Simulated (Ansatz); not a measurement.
## Work and stress of cleavage in LiH

The calculation used Ansatz 0.2.0, DFT PBEsol, scalar-relativistic, plane waves, PAW. The runs took a 420 eV cutoff, a Γ-centred 9×9×2 mesh and Gaussian smearing (0.05 eV). No spin polarisation. Energies are free energies at this smearing, counted from the undisturbed cell; pressure is positive in compression.

Reference structure (relaxed at this level):

```yaml
crystal:
  lattice:
    - [1.98957, -1.98957, 0.00000]
    - [1.98957, 0.00000, -1.98957]
    - [7.95829, 7.95829, 7.95829]
  atoms:
    - { symbol: Li, position: [0.00000, 0.00000, 0.37500] }
    - { symbol: Li, position: [0.33333, 0.33333, 0.20833] }
    - { symbol: Li, position: [0.66667, 0.66667, 0.54167] }
    - { symbol: Li, position: [0.00000, 0.00000, 0.87500] }
    - { symbol: Li, position: [0.33333, 0.33333, 0.70833] }
    - { symbol: Li, position: [0.66667, 0.66667, 0.04167] }
    - { symbol: H, position: [0.66667, 0.66667, 0.29167] }
    - { symbol: H, position: [0.00000, 0.00000, 0.12500] }
    - { symbol: H, position: [0.33333, 0.33333, 0.45833] }
    - { symbol: H, position: [0.66667, 0.66667, 0.79167] }
    - { symbol: H, position: [0.00000, 0.00000, 0.62500] }
    - { symbol: H, position: [0.33333, 0.33333, 0.95833] }
```

The cut lies on the cell's a–b face, a (1 1 1) plane (indices in the standard cell, whose axes needn't be the Cartesian ones shown) of area 6.86 Å², between layers 1.15 Å apart. Vector c is lengthened by d along the normal with the atoms' Cartesian places fixed: one unrelaxed cut a cell. The traction is positive where the two halves pull on each other.

| d (Å) | energy (J/m²) | traction (GPa) |
| --- | --- | --- |
| -0.30 | 0.31 | -21.4 |
| -0.15 | 0.07 | -10.2 |
| 0.00 | 0.00 | 0.0 |
| 0.25 | 0.18 | 13.6 |
| 0.50 | 0.64 | 22.8 |
| 0.75 | 1.28 | 27.9 |
| 1.00 | 2.01 | 29.8 |
| 1.50 | 3.46 | 27.2 |
| 2.00 | 4.46 | 13.1 |
| 3.00 | 5.06 | 2.3 |
| 4.50 | 5.20 | 0.4 |
| 6.00 | 5.24 | 0.1 |

Question: What are the work of separation and the cleavage stress, and do they fit the universal binding curve?

Answer: The energy levels off near W ≈ 5.24 J/m² (the traction is down to 0.1 GPa), the energy of the two unrelaxed faces, 2.62 J/m² each on average. The largest sampled traction is 29.8 GPa at d = 1.00 Å, and a parabola through it and its two neighbours peaks at σ_max ≈ 30.0 GPa, d ≈ 1.10 Å. The curve E = W[1 − (1 + d/ℓ)exp(−d/ℓ)] peaks in traction at d = ℓ with σ_max = W/(eℓ); with 1 J/m² per Å = 10 GPa this W and σ_max give ℓ = 0.64 Å. A parabola through that curve at the same three d peaks at 0.06 Å, against 1.10 Å here, so the traction peaks further out than on that curve. The cut parts unlike faces (H and Li); in an ionic crystal that makes them polar, and the energy then depends on the thickness of the slab. The opened faces are metallic here, and spin polarisation, left out, could lower W. Real crystals break at far lower stress, because cracks concentrate it, and on the plane of lowest W, which needn't be this one.

The cut is rigid; relaxing the faces lowers these energies and usually the stresses.

The gap closes along the scan, which can put kinks into the curve.

Cost: 12 runs of about 0.96 core-minutes in all, on Intel Xeon (Ice Lake) (shared hosts).